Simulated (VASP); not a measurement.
# Co (P-1) in VASP: a series of runs

The runs below take Co through equation of state, with r2SCAN.

All numbers are computed with VASP 6.6.1; they aren't measurements. Logs are shortened: lines on timing, memory, paths and dates and some standing lists are left out, and cuts for length are marked.

## 1. The cell of the first run

The typed cell holds 1 atom: a = 2.375 Å, b = 2.388 Å, c = 2.352 Å, α = 107.69°, β = 110.08°, γ = 109.82°.

This isn't the form of Co at room conditions, which is hcp.

## 2. Equation of state, r2SCAN, collinear spin, ferromagnetic start, 10.36 Å³/atom

Input file INCAR:

```
  PREC = Accurate
  ENCUT = 520
  EDIFF = 1E-7
  ISMEAR = -1
  SIGMA = 0.05
  LREAL = False
  LASPH = True
  NELM = 120
  ALGO = Normal
  ISIF = 2
  LWAVE = False
  LCHARG = False
  ISPIN = 2
  MAGMOM = 2
  LORBIT = 11
  LMAXMIX = 4
  METAGGA = R2SCAN
  LMIXTAU = True
```

Input file KPOINTS:

```
Automatic mesh
0
Gamma
  13 13 13
```

Input file POSCAR:

```
Co
1.0
   -1.3856975299      1.3644748459      1.3637381188
    1.4135234374     -1.3470554539      1.3741446244
    1.3824600958      1.3438180197     -1.3463187169
Co
1
Direct
    0.0000000000      0.0000000000      0.0000000000
```

Potentials or basis: VASP PAW PBE potentials, release 64 (Co).

Launch:

```sh
$ cat potpaw_PBE.64/Co/POTCAR > POTCAR
$ mpirun -np 1 vasp_std > vasp.out
```

OUTCAR:

```text
PREC = Accurate
   ENCUT = 520
   EDIFF = 1E-7
   ISMEAR = -1
   LREAL = False
   LASPH = True
   NELM = 120
   ISIF = 2
   ISPIN = 2
   LORBIT = 11
   METAGGA = R2SCAN

 Found   1099 irreducible k-points:

 Following reciprocal coordinates:
            Coordinates               Weight
  0.000000  0.000000  0.000000      1.000000
  0.076923 -0.000000 -0.000000      2.000000
  0.153846  0.000000 -0.000000      2.000000
  0.230769  0.000000 -0.000000      2.000000
  0.307692  0.000000 -0.000000      2.000000
  0.384615 -0.000000 -0.000000      2.000000
   k-points           NKPTS =   1099   k-points in BZ     NKDIM =   1099   number of bands    NBANDS=      9
   number of dos      NEDOS =    301   number of ions     NIONS =      1
   total plane-waves  NPLWV =   5832
   dimension x,y,z NGX =    18 NGY =   18 NGZ =   18
   dimension x,y,z NGXF=    36 NGYF=   36 NGZF=   36
   ions per type =               1
   NGX,Y,Z   is equivalent  to a cutoff of  12.60, 12.53, 12.73 a.u.
   NGXF,Y,Z  is equivalent  to a cutoff of  25.20, 25.07, 25.45 a.u.
 SYSTEM =  unknown system
   PREC   = accura    normal or accurate (medium, high low for compatibility)
   ISTART =      0    job   : 0-new  1-cont  2-samecut
   ICHARG =      2    charge: 1-file 2-atom 10-const
   ISPIN  =      2    spin polarized calculation?
   LNONCOLLINEAR =      F non collinear calculations
   LSORBIT =      F    spin-orbit coupling
   LASPH  =      T    aspherical Exc in radial PAW
   ENCUT  =  520.0 eV  38.22 Ry    6.18 a.u.   4.42  4.44  4.37*2*pi/ulx,y,z
   NELM   =    120;   NELMIN=  2; NELMDL= -5     # of ELM steps
   EDIFF  = 0.1E-06   stopping-criterion for ELM
   LREAL  =      F    real-space projection
   EDIFFG = 0.1E-05   stopping-criterion for IOM
   NSW    =      0    number of steps for IOM
   IBRION =     -1    ionic relax: 0-MD 1-quasi-New 2-CG
   NFREE  =      0    steps in history (QN), initial steepest desc. (CG)
   ISIF   =      2    stress and relaxation
   ISYM   =      2    0-nonsym 1-usesym 2-fastsym
   POTIM  = 0.5000    time-step for ionic-motion
   TEBEG  =    0.0;   TEEND  =   0.0 temperature during run
   PSTRESS=    0.0 pullay stress
   NELECT =       9.0000    total number of electrons
   NUPDOWN=      -1.0000    fix difference up-down
   EMIN   =  10.00;   EMAX   =-10.00  energy-range for DOS
   EFERMI =   0.00;   METHOD = LEGACY
   ISMEAR =    -1;   SIGMA  =   0.05  broadening in eV -4-tet -1-fermi 0-gaus
   EFERMI_NEDOS =   21; number of points for ismear=-14 and -15
   IALGO  =     38    algorithm
   IMIX   =      4    mixing-type and parameters
     AMIX     =   0.40;   BMIX     =  1.00
     AMIX_MAG =   1.60;   BMIX_MAG =  1.00
  volume/ion in A,a.u.               =      10.36        69.94
  Fermi-wavevector in a.u.,A,eV,Ry     =   1.561846  2.951460 33.189530  2.439362
  Thomas-Fermi vector in A             =   2.664851
   LORBIT       =     11    0 simple, 1 ext, 2 COOP (PROOUT), +10 PAW based schemes
   METAGGA = R2SCAN    functional components
   LHFCALC =     F    Hartree Fock is set to
   AEXX    =    0.0000 exact exchange contribution
   IVDW    =     0    specifies the selected vdW correction
   LEPSILON=     F    determine dielectric tensor
   LRPA    =     F    only Hartree local field effects (RPA)
 spin polarized calculation
  energy-cutoff  :      520.00
  volume of cell :       10.36
 maximum number of plane-waves:       294
 NGX is ok and might be reduce to    18
   NGX =  9   NGY =  9   NGZ =  9

 number of electron       9.0000003 magnetization       1.8920182

 Free energy of the ion-electron system (eV)
  ---------------------------------------------------
  ext. energy  EPLUGINS =         0.00000000
  ---------------------------------------------------
  free energy    TOTEN  =       -13.21128254 eV

  energy without entropy =      -13.20371425  energy(sigma->0) =      -13.20749839

 E-fermi :  11.4771     XC(G=0): -14.9901

 val. band max:       11.4746229427   @ k =  -0.1538  -0.1538   0.4615
 cond. band min:      11.4778262885   @ k =  -0.3846  -0.0769   0.1538
 fundamental gap:      0.0032033458
 Fermi energy:        11.4770903872

 spin component 1

 k-point     1 :       0.0000    0.0000    0.0000
  band No.  band energies     occupation
      1       1.3012      1.00000
      2       7.3444      1.00000
      3       7.4525      1.00000
      4       7.6210      1.00000
      5       8.4027      1.00000
      6       8.5136      1.00000
      7      37.3994      0.00000
      8      38.1390      0.00000
      9      38.4617      0.00000

 k-point     2 :       0.0769   -0.0000   -0.0000
  band No.  band energies     occupation
      1       1.5680      1.00000
      2       7.2835      1.00000
      3       7.5270      1.00000
      4       7.6505      1.00000
      5       8.4147      1.00000
      6       8.4668      1.00000
      7      36.2446      0.00000
      8      37.2985      0.00000
      9      37.8401      0.00000

 k-point     3 :       0.1538    0.0000   -0.0000
  band No.  band energies     occupation
      1       2.3342      1.00000
      2       7.1075      1.00000
      3       7.4647      1.00000
      4       7.9827      1.00000
      5       8.4020      1.00000
      6       8.4608      1.00000
      7      32.7212      0.00000
      8      35.9693      0.00000
      9      36.9298      0.00000

 k-point     4 :       0.2308    0.0000   -0.0000
  band No.  band energies     occupation
      1       3.4531      1.00000
      2       6.8588      1.00000
      3       7.3603      1.00000
      4       8.4471      1.00000
      5       8.5059      1.00000
      6       8.5542      1.00000
      7      28.6934      0.00000
      8      34.0356      0.00000
      9      36.3967      0.00000

 k-point     5 :       0.3077    0.0000   -0.0000
  band No.  band energies     occupation
      1       4.4768      1.00000
      2       6.5987      1.00000
      3       7.7067      1.00000
      4       8.5812      1.00000
      5       8.6214      1.00000
      6       9.1650      1.00000
      7      24.7150      0.00000
      8      32.3274      0.00000
      9      34.8737      0.00000

 k-point     6 :       0.3846   -0.0000   -0.0000
  band No.  band energies     occupation
      1       4.8488      1.00000
      2       6.3878      1.00000
      3       8.5373      1.00000
      4       8.6880      1.00000
      5       9.2601      1.00000
      6       9.7312      1.00000
      7      21.1211      0.00000
      8      31.0857      0.00000
      9      33.2760      0.00000

 [... further k-points ...]

 spin component 2

 k-point     1 :       0.0000    0.0000    0.0000
  band No.  band energies     occupation
      1       0.8451      1.00000
      2       9.3774      1.00000
      3       9.5351      1.00000
      4       9.7718      1.00000
      5      12.2245      0.00000
      6      12.4667      0.00000
      7      37.4307      0.00000
      8      38.2068      0.00000
      9      38.5695      0.00000

 k-point     2 :       0.0769   -0.0000   -0.0000
  band No.  band energies     occupation
      1       1.1184      1.00000
      2       9.3002      1.00000
      3       9.6234      1.00000
      4       9.7918      1.00000
      5      12.2366      0.00000
      6      12.3895      0.00000
      7      36.4405      0.00000
      8      37.4157      0.00000
      9      38.0312      0.00000

 k-point     3 :       0.1538    0.0000   -0.0000
  band No.  band energies     occupation
      1       1.9128      1.00000
      2       9.0791      1.00000
      3       9.5737      1.00000
      4      10.1403      1.00000
      5      12.1941      0.00000
      6      12.3095      0.00000
      7      33.1570      0.00000
      8      36.3420      0.00000
      9      37.1424      0.00000

 k-point     4 :       0.2308    0.0000   -0.0000
  band No.  band energies     occupation
      1       3.1365      1.00000
      2       8.7692      1.00000
      3       9.3944      1.00000
      4      10.7547      1.00000
      5      12.0809      0.00001
      6      12.3860      0.00000
      7      29.3271      0.00000
      8      34.4701      0.00000
      9      36.7181      0.00000

 k-point     5 :       0.3077    0.0000   -0.0000
  band No.  band energies     occupation
      1       4.5640      1.00000
      2       8.4488      1.00000
      3       9.3100      1.00000
      4      11.4711      0.53000
      5      12.0730      0.00001
      6      12.4965      0.00000
      7      25.5308      0.00000
      8      32.7382      0.00000
      9      35.8795      0.00000

 k-point     6 :       0.3846   -0.0000   -0.0000
  band No.  band energies     occupation
      1       5.7117      1.00000
      2       8.1901      1.00000
      3       9.7166      1.00000
      4      12.1186      0.00000
      5      12.1340      0.00000
      6      12.6070      0.00000
      7      22.1790      0.00000
      8      31.4497      0.00000
      9      34.1918      0.00000

 [... further k-points ...]
[... 5 lines left out ...]
  --------------------------------------------------------------------------------------
  -------------------------------------------------------------------------------------
  Total        0.7467264      1.0303998      0.9335764      0.0269658     -0.1392899     -0.2268091
  in kB      115.4301758    159.2808787    144.3137605      4.1684113    -21.5316661    -35.0605184
  external PRESSURE =     139.6749383 kB  Pullay stress =       0.0000000 kB

 VOLUME and BASIS-vectors are now :
 -----------------------------------------------------------------------------
  energy-cutoff  :      520.00
  volume of cell :       10.36
      direct lattice vectors                 reciprocal lattice vectors
    -1.385697530  1.364474846  1.363738119    -0.003187226  0.366898067  0.362943792
     1.413523437 -1.347055454  1.374144624     0.354054423 -0.001902920  0.361659485
     1.382460096  1.343818020 -1.346318717     0.358143606  0.369702944 -0.005992102

 POSITION                                       TOTAL-FORCE (eV/Angst)
 -----------------------------------------------------------------------------------
      0.00000      0.00000      0.00000        -0.000000      0.000000      0.000000
 -----------------------------------------------------------------------------------
    total drift:                                0.000000     -0.000000      0.000000

  FREE ENERGIE OF THE ION-ELECTRON SYSTEM (eV)
  ---------------------------------------------------
  free  energy   TOTEN  =       -13.2112825370 eV

  energy  without entropy=      -13.2037142472  energy(sigma->0) =      -13.20749839

 total charge

# of ion       s       p       d       tot
------------------------------------------
    1        0.534   0.626   7.224   8.384

 magnetization (x)

# of ion       s       p       d       tot
------------------------------------------
    1        0.005  -0.064   1.998   1.939
```

Wall time 13 min (1 thread of AMD EPYC 7R13 (Zen 3), shared host); peak memory 0.25 GiB.

What came out:

| Item | Value |
| --- | --- |
| Free energy | -13.2113 eV |
| Pressure | 14.0 GPa |
| Band gap on the k mesh | none (metal or under the smearing width) |
| Net moment | 1.89 μB per cell |
| Site moments | Co +1.94 μB |
| Valence electrons inside the program's atomic spheres | Co 8.38 |

Caveat: the PAW data sets were made with another functional, which shifts forces and pressure a little.

## 3. Equation of state, r2SCAN, collinear spin, ferromagnetic start, 10.59 Å³/atom

Input file INCAR:

```
SYSTEM = Co
PREC = Accurate
ENCUT = 520
EDIFF = 1E-6
ISMEAR = -1
SIGMA = 0.05
LREAL = .False.
LASPH = .True.
NELM = 150
ALGO = Normal
ISIF = 2
LWAVE = .False.
LCHARG = .False.
ISPIN = 2
MAGMOM = 2
LORBIT = 11
LMAXMIX = 4
METAGGA = R2SCAN
LMIXTAU = .True.
```

Input file KPOINTS:

```
regular mesh
0
Gamma
  13 13 13
  0 0 0
```

Input file POSCAR:

```
Co
1.0
   -1.3954562848      1.3740841403      1.3733422248
    1.4234781558     -1.3565420724      1.3838220181
    1.3921960511      1.3532818387     -1.3558001471
Co
1
Direct
    0.0000000000      0.0000000000      0.0000000000
```

Potentials or basis: VASP PAW PBE potentials, release 64 (Co).

Launch:

```sh
$ cat potpaw_PBE.64/Co/POTCAR > POTCAR
$ mpirun -np 1 vasp_std > vasp.out
```

It took 13 min on 1 thread of AMD EPYC 7R13 (Zen 3), shared host; peak memory 0.26 GiB.

The run converged. Its results:

```yaml
Free_energy: -13.2269 eV
Pressure: 8.8 GPa
Band_gap_on_the_k_mesh: none (metal or under the smearing width)
Net_moment: 1.91 μB per cell
Site_moments: Co +1.96 μB
Valence_electrons_inside_the_program's_atomic_spheres: Co 8.34
```

Caveat: the PAW data sets were made with another functional, which shifts forces and pressure a little.

## 4. Equation of state, r2SCAN, collinear spin, ferromagnetic start, 10.81 Å³/atom

Input file INCAR:

```
SYSTEM = Co
PREC     = Accurate       ! precision mode
ENCUT    = 520            ! plane-wave cutoff, eV
EDIFF    = 1E-6           ! SCF threshold, eV
ISMEAR   = -1             ! smearing method
SIGMA    = 0.05           ! smearing width, eV
LREAL    = .False.        ! projectors in reciprocal space
LASPH    = .True.         ! aspherical terms in the spheres
NELM     = 100            ! most SCF steps
ALGO     = Normal         ! electronic algorithm
ISIF     = 2              ! what is computed and relaxed
LWAVE    = .False.        ! write WAVECAR
LCHARG   = .False.        ! write CHGCAR
ISPIN    = 2              ! spin polarisation
MAGMOM   = 2              ! initial moments
LORBIT   = 11             ! projections on sites
LMAXMIX  = 4              ! l up to which the mixer works
METAGGA  = R2SCAN         ! meta-GGA
LMIXTAU  = .True.
```

Input file KPOINTS:

```
Automatic mesh
0
Gamma
  13 13 13
  0 0 0
```

Input file POSCAR:

```
Co
1.0
   -1.4050804253      1.3835608821      1.3828138497
    1.4332955568     -1.3658978306      1.3933659198
    1.4017977066      1.3626151118     -1.3651507884
Co
1
Direct
    0.0000000000      0.0000000000      0.0000000000
```

Launch:

```sh
$ cat potpaw_PBE.64/Co/POTCAR > POTCAR
$ mpirun -np 1 vasp_std > vasp.out
```

It took 21 min on 1 thread of AMD EPYC 7R13 (Zen 3), shared host; peak memory 0.26 GiB.

The run converged. Its results:

- Free energy: -13.2355 eV
- Pressure: 4.0 GPa
- Band gap on the k mesh: none (metal or under the smearing width)
- Net moment: 1.93 μB per cell
- Site moments: Co +1.98 μB
- Valence electrons inside the program's atomic spheres: Co 8.30

Caveat: the PAW data sets were made with another functional, which shifts forces and pressure a little.
